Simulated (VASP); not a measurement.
Input of a VASP 6.6.1 run:

INCAR

```
SYSTEM = Mo
  PREC = Accurate
  ENCUT = 600
  EDIFF = 1E-6
  ISMEAR = -1
  SIGMA = 0.05
  LREAL = .False.
  LASPH = .True.
  NELM = 80
  ALGO = Fast
  ISIF = 3
  LWAVE = .False.
  LCHARG = .False.
  GGA = RE
  IVDW = 12
  IBRION = 2
  NSW = 60
  EDIFFG = -0.01
```

Contents of KPOINTS:

```
Automatic mesh
0
Gamma
  12 12 12
  0 0 0
```

POSCAR

```
Mo
1.0
   -1.5838089719      1.5838089719      1.5838089719
    1.5838089719     -1.5838089719      1.5838089719
    1.5838089719      1.5838089719     -1.5838089719
Mo
1
Direct
    0.0000000000      0.0000000000      0.0000000000
```

Potentials or basis: VASP PAW PBE potentials, release 64 (Mo_sv).

Launch:

```console
$ cat potpaw_PBE.64/Mo_sv/POTCAR > POTCAR
$ mpirun -np 1 vasp_std > vasp.out
```

What does it give for the relaxed volume?

15.12 Å³/atom.

Predict the dispersion energy per atom.

-1.380 eV.

Predict the space group after relaxing (to 0.05 Å).

Im-3m (No. 229).

Final structure:
```
Mo
1.0
    -1.55778    1.55778    1.55778
     1.55778   -1.55778    1.55778
     1.55778    1.55778   -1.55778
Mo
1
Direct
  0.00000 0.00000 0.00000
```

Caveat: the PAW data sets were made with another functional, which shifts forces and pressure a little; pairwise dispersion overbinds metals, which lowers pressure and volume.
